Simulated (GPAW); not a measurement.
# KF (Carobbiite): G0W0 on several meshes in GPAW

How does the mesh move the gap of KF (Carobbiite)?

Method: PBE and many-body steps on it, plane waves, in GPAW 26.7.0.

**1. Set-up**

The structure is cubic, space group Fm-3m (No. 225). The conventional cell has a = 5.344 Å, b = 5.344 Å, c = 5.344 Å, α = 90.00°, β = 90.00°, γ = 90.00°. K has 6 F at 2.67 Å nearest. Nearest to F lie 6 K at 2.67 Å. Farther neighbours and most contacts between anions are not listed.

Structure file:

```cif
data_structure
_symmetry_space_group_name_H-M 'Fm-3m'
_symmetry_Int_Tables_number 225
_cell_length_a 5.3437
_cell_length_b 5.3437
_cell_length_c 5.3437
_cell_angle_alpha 90.000
_cell_angle_beta 90.000
_cell_angle_gamma 90.000
_cell_volume 152.59
loop_
_atom_site_label
_atom_site_type_symbol
_atom_site_symmetry_multiplicity
_atom_site_Wyckoff_symbol
_atom_site_fract_x
_atom_site_fract_y
_atom_site_fract_z
_atom_site_occupancy
K1 K 4 a 0.00000 0.00000 0.00000 1
F1 F 4 b 0.50000 0.00000 0.00000 1
```

The cell and positions come from the Crystallography Open Database and are kept as given unless a step says otherwise.

**2. Empty states on the mesh, 6×6×6 mesh, 255 bands**

This step: GPAW 26.7.0; DFT, PBE, plane waves, PAW.

The sums over transitions need many empty states on a uniform mesh; this step solves for them.

run.py

```python
import json
import numpy as np
from gpaw.mpi import world
from gpaw import GPAW

calc = GPAW('gs.gpw').fixed_density(kpts={'size': (6, 6, 6), 'gamma': True},
    parallel={'domain': 1, 'band': 1},
    txt='nscf.txt')
calc.diagonalize_full_hamiltonian(nbands=255)
calc.write('full.gpw', mode='all')
res = {}
kpts = calc.get_ibz_k_points()
res['kpts'] = kpts
res['eigenvalues'] = [calc.get_eigenvalues(kpt=k) for k in range(len(kpts))]
res['n_electrons'] = calc.get_number_of_electrons()

if world.rank == 0:
    with open('result.json', 'w') as f:
        json.dump(res, f, default=lambda x: x.tolist())
```

Launch:

```bash
$ mpirun -n 4 gpaw python run.py
```

Numbers of over 12 decimals in the logs are rounded to 6 here.

Output:

```text
Diagonalizing LCAO Hamiltonian
Converting LCAO to pw mode
convergence criteria:
- Maximum integral of absolute [eigenst]ate change: 4e-08 eV^2 / valence electron
maximum number of iterations: 100

SCF iterations
|iter     |     time |      energy | eigst |  dens |
|iter:   1|  |             | +2.36 |       |
|iter:   2|  |             | +1.43 |       |
|iter:   3|  |             | +0.25 |       |
[...]
|iter:  11|  |             | -6.57 |       |
|iter:  12|  |             | -7.30 |       |
|iter:  13|  |             | -7.82c|       |
SCF steps: 13
  __  _  _
 | _ |_)|_||  |
 |__||  | ||/\| - 26.7.0

Input parameters:
  mode=PW(ecut=600.0),
  convergence={'density': 1e-06, 'bands': -3},
  gpts=array([24, 24, 24]),
  kpts=MonkhorstPack(size=(6, 6, 6), gamma=True),
  maxiter=100,
  nbands=15,
  occupations=Occupations(name='fermi-dirac', width=0.001, fixmagmom=False),
  parallel={'domain': 1, 'band': 1},
  xc=XC(name='PBE')
Matrix size: 1303x1303
# Writing to full.gpw (mode='all')
  [... matrices ...]

timing:  # [seconds]
  Total: 8.638  # ━━━━━━━━━━━━━━━━━━━━━━━━━━━━━━━━━━━━━━━━━━━━━━━━━━━━━━━━━━━
```

The job ended after 16 s (4 MPI ranks of Intel Xeon Platinum 8259CL at 2.50GHz (Skylake/Cascade Lake), shared host; peak memory 1.3 GiB; 61 s of CPU time).

Numbers from this step:

| Item | Value |
| --- | --- |
| gap | 6.182 eV |
| k of the valence top | 0, 0, 0 |
| k of the conduction bottom | 0, 0, 0 |
| least direct gap | 6.182 eV |
| k points computed | 16 |
| lowest point of the top converged band, above the valence top | 186.6294 eV |

On this mesh the gap is 6.182 eV.

**3. 6×6×6**

Now the one-shot GW correction: screening in the RPA, then the self-energy of the levels asked for.

This step: G0W0 on PBE, plane waves, PAW.

run.py

```python
import json
import numpy as np
from gpaw.mpi import world
from gpaw.response.g0w0 import G0W0

gw = G0W0('full.gpw',
    filename='gw',
    kpts=[0],
    bands=(6, 10),
    ecut=120,
    nbands=113,
    integrate_gamma='WS',
    ppa=True)
gw.calculate()
res = {mode: {k: v for k, v in r.items() if k != 'sigma_eskwn'}
       for mode, r in gw.all_results.items()}

if world.rank == 0:
    with open('result.json', 'w') as f:
        json.dump(res, f, default=lambda x: x.tolist())
```

Launch:

```bash
$ mpirun -n 4 gpaw python run.py
```

Output:

```text
Using integrator: PointIntegrator
FrequencyGridDescriptor(from 0.000+0.000j to 0.000+27.211j eV, 2 points)
Nonperiodic BCs:  [False False False]
Using integrator: PointIntegrator
FrequencyGridDescriptor(from 0.000+0.000j to 0.000+27.211j eV, 2 points)
Nonperiodic BCs:  [False False False]
  ___  _ _ _
 |   || | | |
 | | || | | |
 |__ ||_____|
 |___|

BZ k-points: Symmetries present (total): 48

  [... matrices ...]
216 k-points: 6 x 6 x 6 Monkhorst-Pack grid + [1/12,1/12,1/12]
16 k-points in the irreducible part of the Brillouin zone
       k-points in crystal coordinates                weights
   0:     0.00000000    0.00000000    0.00000000          1/216
   1:     0.16666667    0.16666667    0.00000000          6/216
   2:     0.16666667    0.16666667    0.16666667          8/216
   3:     0.33333333    0.16666667    0.16666667         12/216
   4:     0.33333333    0.33333333   -0.33333333         12/216
   5:     0.33333333    0.33333333    0.00000000          6/216
   6:     0.33333333    0.33333333    0.16666667         24/216
   7:     0.33333333    0.33333333    0.33333333          8/216
   8:     0.50000000    0.33333333   -0.33333333         24/216
   9:     0.50000000    0.33333333   -0.16666667         12/216
          ...
  15:     0.50000000    0.50000000    0.50000000          4/216

Distributing spins, k-points and bands (1 x 1 x 4) over 4 processes
Number of blocks: 1

Quasi particle states:
k-points (IBZ indices): [0]
Band range: (6, 10)
  [... matrices ...]
Computational parameters:
Plane wave cut-off: 120 eV
Number of bands: 113
Coulomb cutoff: None
Broadening: 0.1 eV

fxc modes: GW
Kernel: RPA
Using Godby-Needs plasmon-pole approximation:
  Fitting energy: i*E0, E0 = 1.000 Hartree
Summing all q:

Calculating screened Coulomb potential
No Coulomb truncation
FrequencyGridDescriptor(from 0.000+0.000j to 0.000+27.211j eV, 2 points)
Removing empty qpoint cache files...

Calculating chi0 body with:
    Ground state adapter containing:
    Number of spins: 1
    Number of kpoints: 216
    Number of irreducible kpoints: 16
    Number of completely occupied states: 8
    Number of partially occupied states: 8
    Occupied states memory: 1.6875 M / cpu

    Linear response parametrization:
    q_c: [1.3877787807814457e-17, 1.3877787807814457e-17, 1.3877787807814457e-17]
    Number of frequency points: 2
    Planewave cutoff: 120.0
    Number of bands: 113
    Number of planewaves: 113
    Broadening (eta): 1e-06
    comm.size: 4
    kncomm.size: 4
    blockcomm.size: 1

    Memory estimate of potentially large arrays:
        chi0_wGG: 0.389679 M / cpu
Integrating chi0 body.

Symmetries of q_c:
    Direct symmetries (Uq -> q): 48
    Indirect symmetries (TUq -> q): 0
In total 48 allowed symmetries.

  [... matrices ...]
16 groups of equivalent kpoints. 92.592593% reduction.

Integral kind: response function
Integrating chi0 head and wings.

Symmetries of q_c:
    Direct symmetries (Uq -> q): 48
    Indirect symmetries (TUq -> q): 0
In total 48 allowed symmetries.

  [... matrices ...]
16 groups of equivalent kpoints. 92.592593% reduction.

Integral kind: response function wings

Calculating chi0 body with:
    Ground state adapter containing:
    Number of spins: 1
    Number of kpoints: 216
    Number of irreducible kpoints: 16
    Number of completely occupied states: 8
    Number of partially occupied states: 8
[... the further q-points ...]

Results:
f:      Occupation numbers
eps:     KS-eigenvalues [eV]
vxc:     KS vxc [eV]
exx:     Exact exchange [eV]
sigma:   Self-energies [eV]
dsigma:  Self-energy derivatives
Z:       Renormalization factors
qp:      QP-energies [eV]

k-point 0 (0): (0.000, 0.000, 0.000)                GW
band       f     eps     vxc     exx   sigma  dsigma       Z      qp
                                                                   GW
   6   1.000  -0.351 -23.011 -30.632   4.741  -0.237   0.808  -2.679
   7   1.000  -0.351 -23.011 -30.632   4.741  -0.237   0.808  -2.679
   8   0.000   5.830  -8.812  -4.829  -2.826  -0.110   0.901   6.872
   9   0.000  10.304 -11.318  -5.387  -3.048  -0.117   0.895  12.884
```

It took 2.4 min on 4 MPI ranks; peak memory 1.5 GiB; 9.5 min of CPU time.

This step gave:

* G0W0 gap on the points computed: 9.552 eV
* least direct G0W0 gap on the computed points: 9.552 eV
* Z at the valence top: 0.8083
* Z at the conduction bottom: 0.9006
* starting gap on the mesh: 6.182 eV
* k of the valence top: 0, 0, 0
* k of the conduction bottom: 0, 0, 0

The gap on the mesh goes from 6.18 eV to 9.55 eV, a correction of +3.37 eV.

**4. Empty states on the mesh, 4×4×4 mesh, 123 bands**

This step: DFT, PBE, plane waves, PAW.

run.py

```python
import json
import numpy as np
from gpaw.mpi import world
from gpaw import GPAW

calc = GPAW('gs.gpw').fixed_density(kpts={'size': (4, 4, 4), 'gamma': True},
    parallel={'domain': 1, 'band': 1},
    txt='nscf.txt')
calc.diagonalize_full_hamiltonian(nbands=123)
calc.write('full.gpw', mode='all')
res = {}
kpts = calc.get_ibz_k_points()
res['kpts'] = kpts
res['eigenvalues'] = [calc.get_eigenvalues(kpt=k) for k in range(len(kpts))]
res['n_electrons'] = calc.get_number_of_electrons()

if world.rank == 0:
    with open('result.json', 'w') as f:
        json.dump(res, f, default=lambda x: x.tolist())
```

Launch:

```bash
$ mpirun -n 4 gpaw python run.py
```

Output:

```text
Diagonalizing LCAO Hamiltonian
Converting LCAO to pw mode
convergence criteria:
- Maximum integral of absolute [eigenst]ate change: 4e-08 eV^2 / valence electron
maximum number of iterations: 100

SCF iterations
|iter     |     time |      energy | eigst |  dens |
|iter:   1|  |             | +2.35 |       |
|iter:   2|  |             | +1.44 |       |
|iter:   3|  |             | +0.15 |       |
[...]
|iter:   9|  |             | -5.95 |       |
|iter:  10|  |             | -6.96 |       |
|iter:  11|  |             | -7.55c|       |
SCF steps: 11
  __  _  _
 | _ |_)|_||  |
 |__||  | ||/\| - 26.7.0

Input parameters:
  mode=PW(ecut=600.0),
  convergence={'density': 1e-06, 'bands': -3},
  gpts=array([24, 24, 24]),
  kpts=MonkhorstPack(size=(4, 4, 4), gamma=True),
  maxiter=100,
  nbands=15,
  occupations=Occupations(name='fermi-dirac', width=0.001, fixmagmom=False),
  parallel={'domain': 1, 'band': 1},
  xc=XC(name='PBE')
Matrix size: 1283x1283
# Writing to full.gpw (mode='all')
  [... matrices ...]

timing:  # [seconds]
  Total: 4.403  # ━━━━━━━━━━━━━━━━━━━━━━━━━━━━━━━━━━━━━━━━━━━━━━━━━━━━━━━━━━━
```

Run time: 11 s. Hardware: 4 MPI ranks; peak memory 1.2 GiB.

This step gave:

```yaml
gap: 6.182 eV
k_of_the_valence_top: 0, 0, 0
k_of_the_conduction_bottom: 0, 0, 0
least_direct_gap: 6.182 eV
k_points_computed: 8
lowest_point_of_the_top_converged_band_above_the_valence_top: 114.3416 eV
```

On this mesh the gap is 6.182 eV.

**5. 4×4×4**

This step: G0W0 on PBE, plane waves, PAW.

run.py

```python
import json
import numpy as np
from gpaw.mpi import world
from gpaw.response.g0w0 import G0W0

gw = G0W0('full.gpw',
    filename='gw',
    kpts=[0],
    bands=(6, 10),
    ecut=120,
    nbands=113,
    integrate_gamma='WS',
    ppa=True)
gw.calculate()
res = {mode: {k: v for k, v in r.items() if k != 'sigma_eskwn'}
       for mode, r in gw.all_results.items()}

if world.rank == 0:
    with open('result.json', 'w') as f:
        json.dump(res, f, default=lambda x: x.tolist())
```

Launch:

```bash
$ mpirun -n 4 gpaw python run.py
```

Output:

```text
Using integrator: PointIntegrator
FrequencyGridDescriptor(from 0.000+0.000j to 0.000+27.211j eV, 2 points)
Nonperiodic BCs:  [False False False]
Using integrator: PointIntegrator
FrequencyGridDescriptor(from 0.000+0.000j to 0.000+27.211j eV, 2 points)
Nonperiodic BCs:  [False False False]
  ___  _ _ _
 |   || | | |
 | | || | | |
 |__ ||_____|
 |___|

BZ k-points: Symmetries present (total): 48

  [... matrices ...]
64 k-points: 4 x 4 x 4 Monkhorst-Pack grid + [1/8,1/8,1/8]
8 k-points in the irreducible part of the Brillouin zone
       k-points in crystal coordinates                weights
   0:     0.00000000    0.00000000    0.00000000          1/64
   1:     0.25000000    0.25000000    0.00000000          6/64
   2:     0.25000000    0.25000000    0.25000000          8/64
[...]
6:     0.50000000    0.50000000    0.25000000         24/64
   7:     0.50000000    0.50000000    0.50000000          4/64

Distributing spins, k-points and bands (1 x 1 x 4) over 4 processes
Number of blocks: 1

Quasi particle states:
k-points (IBZ indices): [0]
Band range: (6, 10)
  [... matrices ...]
Computational parameters:
Plane wave cut-off: 120 eV
Number of bands: 113
Coulomb cutoff: None
Broadening: 0.1 eV

fxc modes: GW
Kernel: RPA
Using Godby-Needs plasmon-pole approximation:
  Fitting energy: i*E0, E0 = 1.000 Hartree
Summing all q:

Calculating screened Coulomb potential
No Coulomb truncation
FrequencyGridDescriptor(from 0.000+0.000j to 0.000+27.211j eV, 2 points)
Removing empty qpoint cache files...

Calculating chi0 body with:
    Ground state adapter containing:
    Number of spins: 1
    Number of kpoints: 64
    Number of irreducible kpoints: 8
    Number of completely occupied states: 8
    Number of partially occupied states: 8
    Occupied states memory: 1.6875 M / cpu

    Linear response parametrization:
    q_c: [0.0, 0.0, 0.0]
    Number of frequency points: 2
    Planewave cutoff: 120.0
    Number of bands: 113
    Number of planewaves: 113
    Broadening (eta): 1e-06
    comm.size: 4
    kncomm.size: 4
    blockcomm.size: 1

    Memory estimate of potentially large arrays:
        chi0_wGG: 0.389679 M / cpu
Integrating chi0 body.

Symmetries of q_c:
    Direct symmetries (Uq -> q): 48
    Indirect symmetries (TUq -> q): 0
In total 48 allowed symmetries.

  [... matrices ...]
8 groups of equivalent kpoints. 87.5% reduction.

Integral kind: response function
Integrating chi0 head and wings.

Symmetries of q_c:
    Direct symmetries (Uq -> q): 48
    Indirect symmetries (TUq -> q): 0
In total 48 allowed symmetries.

  [... matrices ...]
8 groups of equivalent kpoints. 87.5% reduction.

Integral kind: response function wings

Calculating chi0 body with:
    Ground state adapter containing:
    Number of spins: 1
    Number of kpoints: 64
    Number of irreducible kpoints: 8
    Number of completely occupied states: 8
    Number of partially occupied states: 8
    Occupied states memory: 1.6875 M / cpu

    Linear response parametrization:
[... the further q-points ...]

Results:
f:      Occupation numbers
eps:     KS-eigenvalues [eV]
vxc:     KS vxc [eV]
exx:     Exact exchange [eV]
sigma:   Self-energies [eV]
dsigma:  Self-energy derivatives
Z:       Renormalization factors
qp:      QP-energies [eV]

k-point 0 (0): (0.000, 0.000, 0.000)                GW
band       f     eps     vxc     exx   sigma  dsigma       Z      qp
                                                                   GW
   6   1.000  -0.351 -23.011 -30.634   4.737  -0.236   0.809  -2.686
   7   1.000  -0.351 -23.011 -30.634   4.738  -0.236   0.809  -2.686
   8   0.000   5.830  -8.812  -4.825  -2.828  -0.111   0.900   6.874
   9   0.000  10.304 -11.318  -5.387  -3.048  -0.119   0.894  12.881
```

It took 33 s on 4 MPI ranks; peak memory 1.1 GiB.

Numbers from this step:

* G0W0 gap on the points computed: 9.560 eV
* least direct G0W0 gap on the computed points: 9.560 eV
* Z at the valence top: 0.8092
* Z at the conduction bottom: 0.9004
* starting gap on the mesh: 6.182 eV
* k of the valence top: 0, 0, 0
* k of the conduction bottom: 0, 0, 0

Against G0W0 in GPAW (6×6×6 mesh, 113 bands, screening to 120 eV, Godby-Needs plasmon pole), the gap moves by +0.008 eV.

**6. Side by side**

Times are wall times on 4 MPI ranks of Intel Xeon Platinum 8259CL at 2.50GHz (Skylake/Cascade Lake), shared host, good to a factor of about two.

| run | mesh | bands | screening cutoff (eV) | DFT gap (eV) | gap on the mesh (eV) | direct (eV) | time |
| --- | --- | --- | --- | --- | --- | --- | --- |
| 6×6×6 | 6×6×6 | 113 | 120 | 6.182 | 9.552 | 9.552 | 2.4 min |
| 4×4×4 | 4×4×4 | 113 | 120 | 6.182 | 9.560 | 9.560 | 33 s |

**7. What came out**

```
6×6×6        : 9.552 eV
4×4×4        : 9.560 eV
known limits : not at the basis limit; coarse k mesh
```

4×4×4: +0.008 eV against 6×6×6. Bands and cutoff are finite, so the gap is not at the basis limit. The miss can reach some tenths of an eV and take either sign; the mesh is an error of its own. These stock PAW sets were not made for GW. In the G0W0 runs levels were corrected at 1 k point alone, so a gap called «on the mesh» is the least over those, and an edge elsewhere would be missed.

[Paths, hosts, dates, memory and timing lines, banners, echoed tables and standing remarks are left out of the program output.]

[Logs are printed without paths, hosts, clocks, repeated set-up lines and the standing remarks that a program may print on its own settings, such as how far it seeks lower states.]

[Runs of the session that timed out or met a known fault of the program may be left out.]

[Hosts, paths, dates, database ids (printed as entryN), source tags and the programs' standing remarks are cut or masked in the printed files.]
